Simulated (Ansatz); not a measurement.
Molecular dynamics on a 2×2×2 supercell (16 atoms) of CdSe (rocksalt), relaxed with r2SCAN. Forces come from PBE in Ansatz: a Langevin thermostat at fixed volume, 800 K, steps of 2 fs. Computed, non-magnetic; the trajectory is short and the cell small, so nothing here is a converged average. The structure comes from a prototype and may be hypothetical.

```yaml
crystal:
  lattice:
    - [0.0, 5.6858917471, 5.6858917471]
    - [5.6858917471, 0.0, 5.6858917471]
    - [5.6858917471, 5.6858917471, 0.0]
  atoms:
    - { symbol: Cd, position: [0.0, 0.0, 0.0] }
    - { symbol: Se, position: [0.25, 0.25, 0.25] }
    - { symbol: Cd, position: [0.0, 0.0, 0.5] }
    - { symbol: Se, position: [0.25, 0.25, 0.75] }
    - { symbol: Cd, position: [0.0, 0.5, 0.0] }
    - { symbol: Se, position: [0.25, 0.75, 0.25] }
    - { symbol: Cd, position: [0.0, 0.5, 0.5] }
    - { symbol: Se, position: [0.25, 0.75, 0.75] }
    - { symbol: Cd, position: [0.5, 0.0, 0.0] }
    - { symbol: Se, position: [0.75, 0.25, 0.25] }
    - { symbol: Cd, position: [0.5, 0.0, 0.5] }
    - { symbol: Se, position: [0.75, 0.25, 0.75] }
    - { symbol: Cd, position: [0.5, 0.5, 0.0] }
    - { symbol: Se, position: [0.75, 0.75, 0.25] }
    - { symbol: Cd, position: [0.5, 0.5, 0.5] }
    - { symbol: Se, position: [0.75, 0.75, 0.75] }
kpoints:
  mp_grid: { grid: [2, 2, 2] }
hamiltonian:
  xc: pbe
scf:
  occupations: { method: fermi_dirac, width: 0.069 }
md:
  ensemble: nvt_langevin
  temperature: 800
  timestep: 2.0
  n_steps: 20
  initial_velocities: maxwell_boltzmann
  seed: 3863
```

Command: `ansatz run input.yaml --threads 4 --pin off --max-ram 3686MiB --backend cpu --events-out ev --progress --plain --runs-dir out`.

**Question.** What wall time did it need on 4 threads of Arm Neoverse N1 (shared host), load about 0.8 per core, and how much host memory at the peak?

**Answer.** About 3.9 min, with a peak of 1.8 GiB.

```
step  t (fs)  T (K)  free energy F from step 0 (meV/atom)  kinetic energy (meV/atom)  largest force (eV/Å)
   0       0    750                                   0.0                       96.9                  0.00
   1       2    739                                   0.1                       95.5                  0.05
   2       4    748                                   0.4                       96.6                  0.10
   3       6    687                                   0.9                       88.9                  0.14
   4       8    682                                   1.5                       88.2                  0.20
   5      10    615                                   2.4                       79.4                  0.25
   6      12    573                                   3.4                       74.1                  0.31
   7      14    572                                   4.6                       73.9                  0.37
   8      16    565                                   5.8                       73.0                  0.43
   9      18    603                                   7.1                       78.0                  0.49
  10      20    647                                   8.4                       83.6                  0.55
  11      22    631                                   9.9                       81.5                  0.61
  12      24    616                                  11.3                       79.6                  0.67
  13      26    610                                  12.7                       78.8                  0.72
  14      28    627                                  14.2                       81.0                  0.77
  15      30    595                                  15.6                       76.9                  0.81
  16      32    646                                  17.0                       83.4                  0.84
  17      34    602                                  18.3                       77.9                  0.87
  18      36    608                                  19.5                       78.7                  0.88
  19      38    627                                  20.7                       81.1                  0.88
  20      40    633                                  21.9                       81.8                  0.86
```

The temperature starts at 750 K, is lowest at step 8 (565 K, 16 fs) and ends at 633 K. The thermostat hasn't had time to restore it. By the last step the atoms have moved 0.15 Å in the root mean square, the drift of the whole cell taken out, 0.25 Å at most.

Positions (Å) and forces (eV/Å) at step 20:
```
Cd  -0.143  -0.050   0.067     0.434   0.690  -0.081
Se   2.891   2.836   2.745     0.285   0.156   0.085
Cd   2.931   2.780  -0.117    -0.340  -0.036   0.393
Se   5.693   5.813   2.936    -0.038  -0.375  -0.333
Cd   2.960   0.032   2.945    -0.109   0.038  -0.809
Se   5.674   2.684   5.699    -0.141  -0.022  -0.078
Cd   5.677   2.783   2.836    -0.285  -0.089   0.313
Se   8.439   5.703   5.582    -0.416  -0.186   0.731
Cd   0.061   2.707   2.927     0.018   0.815  -0.232
Se   2.957   5.722   5.620     0.095  -0.340   0.327
Cd   2.880   5.772   2.828    -0.105  -0.318   0.101
Se   5.674   8.745   5.780     0.283  -0.553  -0.070
Cd   2.844   2.722   5.725     0.162   0.566  -0.223
Se   5.713   5.506   8.598     0.142  -0.161  -0.460
Cd   5.679   5.713   5.627    -0.160  -0.270   0.536
Se   8.361   8.563   8.537     0.173   0.085  -0.199
```
